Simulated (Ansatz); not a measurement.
SiO2:

```
CELL_PARAMETERS angstrom
-2.62334 4.77675 4.44167
2.62334 -4.77675 4.44167
2.62334 4.77675 -4.44167
ATOMIC_POSITIONS crystal
Si 0.26034 0.84494 0.41540
Si 0.07045 0.15506 0.91540
Si 0.73966 0.15506 0.58460
Si 0.92955 0.84494 0.08460
O 0.50000 0.00000 0.50000
O 0.00000 0.00000 0.00000
O 0.79318 0.00000 0.29318
O 0.20682 0.50000 0.20682
O 0.20682 0.00000 0.70682
O 0.79318 0.50000 0.79318
O 0.86931 0.11931 0.75000
O 0.13069 0.88069 0.25000
```

The cell comes from a database or a generator and needn't be the stable form of this composition.

A run of Ansatz 0.2.0 on this cell left the log below. Logs are shortened: lines on timing, memory, paths and dates and some standing lists are left out, and cuts for length are marked.

```text
Warning: RAYON_NUM_THREADS=4 ignored (pool sized by the plan → 4); use --threads N
Engine: ansatz 0.2.0, x86_64-unknown-linux-gnu
Pseudopotentials: kind: paw
Pseudopotential: Si, paw, valence charge 4, recommended cutoff 420 eV (normal), Si.paw.azcp
Pseudopotential: O, paw, valence charge 6, recommended cutoff 420 eV (normal), O.paw.azcp
Functional definition: SPW92
  exchange = slater_x
  correlation = pw_c
Crystal: 12 atoms, lattice volume = 222.635 Å³
Basis set: ecut = 420 eV, 4321 PW (Γ)
Bands: 44, of which v1, the nominal top of the filled ones, is band 32 counted from 1 (31 counted from 0)
Symmetry: 8 space group operations
Space group: Imma (ITA 74), of the structure as read, at distance tolerance 6.1e-5 Å
k-points: 46 of 216
Non-local potential: Si, projectors of the file, l = 0: 2, l = 1: 2, l = 2: 2
Non-local potential: O, projectors of the file, l = 0: 2, l = 1: 2, l = 2: 1
PAW form: soft (Blöchl's): semilocal exchange-correlation on the pseudo side does not see the compensation charge
[... 133 lines left out ...]
--- Stress (GPa, compression-positive) ---
       -0.004433       0.000000       0.000000
        0.000000      -0.045378      -0.000000
        0.000000      -0.000000      -0.017468
  P = ⅓ Tr σ = -0.0224 GPa (-0.224 kbar)
--- Band table (eV; the first three rows and the last of 46) ---
  k-point 0: bands = ["-20.0738", "-19.1271", "-18.6159", "-18.5626", "-17.9846", "-17.9297", "-17.9175", "-17.9036", "-9.7475", "-9.3039", "-8.7329", "-6.6145", "-6.4939", "-6.4509", "-6.4282", "-5.8889", "-4.2597", "-4.0407", "-3.4319", "-3.3935", "-2.9082", "-2.9049", "-2.8683", "-2.8472", "-2.2620", "-2.2136", "-2.1981", "-2.0377", "-1.7911", "-1.4809", "-1.1949", "-0.7388", "4.6884", "7.6288", "7.9641", "8.1306", "8.3399", "8.3663", "8.7099", "9.0429", "9.0797", "9.4408", "9.5319", "9.8845"]
  k-point 1: bands = ["-20.0050", "-19.0804", "-18.8216", "-18.5204", "-17.9769", "-17.9258", "-17.9180", "-17.9063", "-9.7357", "-9.0101", "-8.8001", "-6.6160", "-6.5695", "-6.4833", "-6.3974", "-5.8717", "-4.2449", "-4.0819", "-3.5505", "-3.3312", "-3.0137", "-2.8978", "-2.8830", "-2.7593", "-2.3877", "-2.2489", "-2.2361", "-1.9051", "-1.7886", "-1.6654", "-1.1231", "-0.9025", "5.0008", "7.6224", "8.0515", "8.1473", "8.4420", "8.7271", "8.8128", "8.9624", "9.1785", "9.3794", "9.4755", "10.0986"]
  k-point 2: bands = ["-19.8071", "-19.1547", "-18.9512", "-18.6053", "-17.9577", "-17.9305", "-17.9135", "-17.9124", "-9.5717", "-8.9971", "-8.3678", "-7.0056", "-6.4996", "-6.4973", "-6.2778", "-5.9099", "-4.2356", "-4.1872", "-3.6097", "-3.3318", "-3.2077", "-2.9716", "-2.8137", "-2.5897", "-2.4984", "-2.3613", "-2.2080", "-2.0920", "-1.9916", "-1.4392", "-1.2716", "-1.0703", "5.8223", "7.6171", "8.1353", "8.1890", "8.3662", "8.4865", "9.0086", "9.1746", "9.5546", "9.6816", "9.7928", "9.8074"]
  k-point 45: bands = ["-19.6790", "-19.6094", "-19.1284", "-17.9482", "-17.9421", "-17.9172", "-17.9088", "-17.9053", "-10.7593", "-8.5063", "-7.5756", "-7.5448", "-6.7686", "-6.2754", "-6.0799", "-6.0628", "-4.1011", "-4.0355", "-3.7090", "-3.5980", "-3.1234", "-2.9352", "-2.8386", "-2.7060", "-2.5679", "-2.5217", "-2.3739", "-2.1031", "-1.3296", "-0.9955", "-0.9814", "-0.7580", "6.6083", "6.7214", "6.9591", "7.1080", "7.9040", "8.1457", "8.2402", "9.4236", "9.4366", "9.5027", "10.2045", "10.2153"]
--- Relaxed structure (6 steps of the walk, 6 accepted, 2 SCFs on fresh bases) ---
  F+E_penalty+E_count = -6890.57647806 eV   max|allowed force component| = 3.769e-3 eV/Å   (the final SCF, on the basis selected at the relaxed cell)
  cell:  # Å, volume = 219.8792 Å³
    - [-2.6150536784613583, 4.73789333958419, 4.436682419530574]
    - [2.6150536784613583, -4.73789333958419, 4.436682419530574]
    - [2.6150536784613583, 4.73789333958419, -4.436682419530574]
  atoms:
    - { symbol: Si, position: [0.2606495596156876, 0.8441056402494269, 0.41654391936626045] }
    - { symbol: Si, position: [0.07243827911683348, 0.15589435975057292, 0.9165439193662605] }
    - { symbol: Si, position: [0.7393504403843123, 0.15589435975057298, 0.5834560806337394] }
    - { symbol: Si, position: [0.9275617208831665, 0.844105640249427, 0.08345608063373944] }
    - { symbol: O, position: [0.5, 1.0170733634761907e-21, 0.5] }
    - { symbol: O, position: [-4.437786574529846e-20, 1.0170733634761907e-21, -4.539493910877465e-20] }
    - { symbol: O, position: [0.7902960305077531, 0.0, 0.2902960305077531] }
    - { symbol: O, position: [0.209703969492247, 0.5, 0.20970396949224698] }
    - { symbol: O, position: [0.20970396949224696, -2.7755575615628914e-17, 0.7097039694922469] }
    - { symbol: O, position: [0.7902960305077531, 0.4999999999999999, 0.7902960305077531] }
    - { symbol: O, position: [0.8721533333192104, 0.12215333331921022, 0.7500000000000001] }
    - { symbol: O, position: [0.1278466666807897, 0.8778466666807896, 0.24999999999999994] }
```

Task: What input gives this log?

Result: Relaxation of cell and atoms with LDA, no spin polarisation. The files as run (others can give the same):

input.yaml
```yaml
crystal:
  lattice:
    - [-2.62333646, 4.776753505, 4.441674725]
    - [2.62333646, -4.776753505, 4.441674725]
    - [2.62333646, 4.776753505, -4.441674725]
  atoms:
    - { symbol: Si, position: [0.26034098, 0.84494489, 0.41539609] }
    - { symbol: Si, position: [0.0704512, 0.15505511, 0.91539609] }
    - { symbol: Si, position: [0.73965902, 0.15505511, 0.58460391] }
    - { symbol: Si, position: [0.9295488, 0.84494489, 0.08460391] }
    - { symbol: O, position: [0.5, 0.0, 0.5] }
    - { symbol: O, position: [0.0, 0.0, 0.0] }
    - { symbol: O, position: [0.79317541, 0.0, 0.29317541] }
    - { symbol: O, position: [0.20682459, 0.5, 0.20682459] }
    - { symbol: O, position: [0.20682459, 0.0, 0.70682459] }
    - { symbol: O, position: [0.79317541, 0.5, 0.79317541] }
    - { symbol: O, position: [0.86931113, 0.11931113, 0.75] }
    - { symbol: O, position: [0.13068887, 0.88068887, 0.25] }
hamiltonian:
  xc: lda
  pseudopotentials: { kind: paw }
kpoints:
  mp_grid: { grid: [6, 6, 6] }
scf:
  occupations: { method: fermi_dirac, width: 0.05 }
output:
  forces: true
  stress: true
  eigenvalues: true
relax:
  f_tol: 0.01
  max_steps: 40
  cell: { stress_tol: 0.05 }
```

Potentials or basis: Ansatz PAW.
Command:
```console
$ ansatz run input.yaml --threads 4 --pin off --max-ram 11264MiB --backend cpu --events-out ev --progress --plain --runs-dir out
```

Caveat: the plane-wave basis is chosen anew once the cell has moved, so the energies of steps on either side of that aren't comparable; the pressure holds a Pulay correction of +0.6 GPa for the finite cutoff; the PAW data sets come from PBE, with cores solved anew for the run's functional, which leaves a small shift of forces and pressure.
